**Q:** I have silicon at a series of volumes and want its gaps at the two smallest ones. Can I just extend the columns?

Silicon in the diamond structure, computed with Ansatz 0.2.0 using HSE06, plane waves and PAW potentials, in cells uniformly strained from the r2SCAN geometry. The cutoff is 420 eV and the k mesh 6×6×6, without spin polarisation or spin–orbit coupling. Each gap is the least found over the mesh, the named k points and any path computed between them.

```csv
volume (Å³/atom),shortest distance (Å),band gap (eV),least direct gap (eV)
17.846,2.263,?,?
18.409,2.287,?,?
18.938,2.308,1.025,3.342
18.985,2.310,1.030,3.341
19.572,2.334,1.089,3.327
19.906,2.347,1.131,3.319
20.171,2.357,1.154,3.312
20.782,2.381,1.195,3.295
21.405,2.405,1.248,3.222
22.041,2.428,1.285,3.079
22.689,2.452,1.324,2.817
22.959,2.461,1.339,2.681
```

**A:** Only after asking which levels each gap connects. The band gap runs from the valence top at Γ, the zone centre, to a conduction minimum near X, the centre of a zone face. The least direct gap compares filled and empty levels at the same k point, and that point can change with volume. A smooth curve can be extended only as long as the same pair of levels defines the gap.

**Q:** The least direct gap hardly moves at first and then plunges. Is that such a change?

**A:** Yes. Imagine pulling the atoms far apart, so that the bands shrink back to the atomic 3s level and the higher 3p level. The valence top is p-like and bonding. An empty p-like antibonding level approaches it from above, but an s-like antibonding level must eventually drop below it, because it ends at the atomic s level. Expansion should therefore lower s-like empty levels much faster.

The band energies of the same calculations bear this out. Between 20.782 and 22.041 Å³/atom, one per cent of extra volume lowers the direct gap to the threefold p-like level at Γ by about 0.006 eV. For the single s-like level at Γ the figure is about 0.12 eV. The transition at L, another zone-boundary point, lies between them with 0.05 eV, and at 22.041 it is the lowest; the 3.222 eV at 21.405 already lies on the same L line. Between the last two rows the least direct gap falls at nearly the pace of the s-like level at Γ, a sign that this level has by then overtaken L.

**Q:** So under compression the fast levels move up and out of the way?

**A:** That is the forecast. Up to 20.782 the least direct gap belongs to the slow p-like level, and squeezing should keep it there. I fitted a shallow quadratic in the logarithm of volume to those known rows alone. It also reproduces the threefold level at 22.041, which it had not seen, to within 0.001 eV. My forecasts are $3.36\pm0.01$ eV at 17.846 and $3.35\pm0.01$ eV at 18.409, still at Γ.

**Q:** The band gap goes the other way: it grows as the crystal expands. Why?

**A:** Under compression the minimum near X comes down relative to the valence top, so the gap narrows. Only this difference has a meaning here, as levels at different volumes share no common zero. A plausible reason, which these numbers do not test, is that the minimum mixes with higher d-like states. That mixing would strengthen as the atoms approach and help hold the minimum down, though it need not be the whole cause.

The growth on expansion cannot last, because other empty levels are coming down. At 22.041 the lowest empty level at L stands 1.86 eV above the valence top, having fallen 0.59 eV since 18.938, while the s-like level at Γ is still at 3.16 eV. At these rates L is expected to drop below the minimum near X first. The table does not reach that point. Apart from any such crossing, the growth is itself slowing: the slope against the logarithm of volume falls from 1.94 eV at the compressed end to 1.32 eV at the expanded end.

**Q:** Then a straight line would mislead me. What do you use?

**A:** A level difference expanded to second order in the logarithm of volume. With $V$ the volume per atom and $V_0=20.171$ Å³/atom,

$$E_{\rm gap}\approx 1.144+1.764\,x-1.995\,x^2\ \text{eV},\qquad x=\ln(V/V_0).$$

The linear coefficient is the volume deformation potential at $V_0$; the quadratic one describes its drift. I fitted seven known rows and left out 19.906, 20.171 and 21.405. In every row the conduction minimum is read at a k point located with PBE rather than searched with HSE06; in these three it was a coarser k point, which puts the gap up to about 0.01 eV above the curve.

**Q:** Please work out the smallest volume.

**A:** For 17.846, $x=-0.1225$. The linear term is $-0.216$ eV and the quadratic term $-0.030$ eV, which leaves about 0.90 eV. A straight line through the end rows would give 0.93 eV, so this volume can tell the two apart. A line with the slope of the compressed end, 1.94 eV, would give 0.91 eV, which my range does not exclude.

My forecasts are $0.90\pm0.02$ eV at 17.846 and $0.97\pm0.02$ eV at 18.409. The range is a judgement: it covers the form of the curve and, above all, a coarser k point, which could only raise the value.

**Q:** Let me see what the calculation gave.

The withheld rows as computed:

```csv
volume (Å³/atom),shortest distance (Å),band gap (eV),least direct gap (eV)
17.846,2.263,0.898,3.364
18.409,2.287,0.967,3.354
```

**A:** All four values lie within their ranges, and the fitted curves miss each by less than 0.001 eV. The straight line through the end rows is 0.03 eV too high at 17.846, and even the line with the compressed-end slope is about 0.01 eV too high, so the drift of the deformation potential is real at this level of theory. My band-gap ranges proved wider than needed, because neither value shows the upward shift of a coarse k point. The direct gaps continue the p-like branch, and at 18.409 the output places the transition at Γ, as forecast.

**Q:** What does this give for the gap under pressure?

**A:** Near zero pressure the computed band gap shrinks by roughly 18 meV per GPa of uniform pressure. The stresses were computed with loose thresholds, but the energies back them: between 18.938 and 18.985 their slope against volume gives about 6.6 GPa, between the computed 6.8 and 6.5 GPa. The figure holds for uniform pressure only, since stress along one direction would also split levels that stay together here. Errors common to all volumes cancel in the change, but those that vary with volume do not. The gap and its change rest on one functional, with no convergence test of mesh or cutoff. Spin–orbit coupling, left out here, would lower the gap by roughly 0.015 eV at every volume. The motion of the atoms, also left out, would lower it further. The fitted coefficients and the remaining comparisons are in the printed analysis below.

The analysis program printed:

```
fit of band_gap on 7 rows (kfine > 0): constant 1.144 +/- 8.5e-05, coefficient of lnv 1.764 +/- 0.0011, coefficient of lnv2 -1.995 +/- 0.014; rms 9.31e-05, worst 19.572 0.000162, leave-one-out rms 0.000144
  rows outside the fit (model, value, miss): 17.846 0.8982, 0.898, 0.000211; 18.409 0.9663, 0.967, -0.00075; 19.906 1.12, 1.131, -0.0105; 20.171 1.144, 1.154, -0.00985; 21.405 1.242, 1.248, -0.00615
fit of least_direct_gap on 6 rows (vol < 21): constant 3.312 +/- 0.0001, coefficient of lnv -0.5369 +/- 0.0036, coefficient of lnv2 -0.9551 +/- 0.074; rms 0.000122, worst 19.572 0.000239, leave-one-out rms 0.0004
  rows outside the fit (model, value, miss): 17.846 3.363, 3.364, -0.000649; 18.409 3.353, 3.354, -0.000981; 21.405 3.277, 3.222, 0.0547; 22.041 3.257, 3.079, 0.178; 22.689 3.236, 2.817, 0.419; 22.959 3.226, 2.681, 0.545
band gap slope per unit ln V, 18.938 to 19.572 (eV): 1.944
band gap slope per unit ln V, 22.041 to 22.959 (eV): 1.323
band gap rise from 18.938 to 22.959 (eV): 0.314
rival straight line through the end rows, band gap at 17.846 (eV): 0.9281
band gap change per GPa of pressure, 19.572 to 20.782 (meV/GPa): -18.03
least direct gap change from 18.938 to 20.782 (eV): -0.047
least direct gap change from 20.782 to 22.959 (eV): -0.614
slope of direct gap to threefold Gamma level per unit ln V (eV): -0.6427
slope of direct gap at L per unit ln V (eV): -4.878
slope of direct gap to single Gamma level per unit ln V (eV): -11.99
Gamma branch fit less threefold level of the outputs at 22.041 (eV): -0.0006883
half-width of the forecast range, band gap (eV): 0.02
half-width of the forecast range, least direct gap (eV): 0.01
```
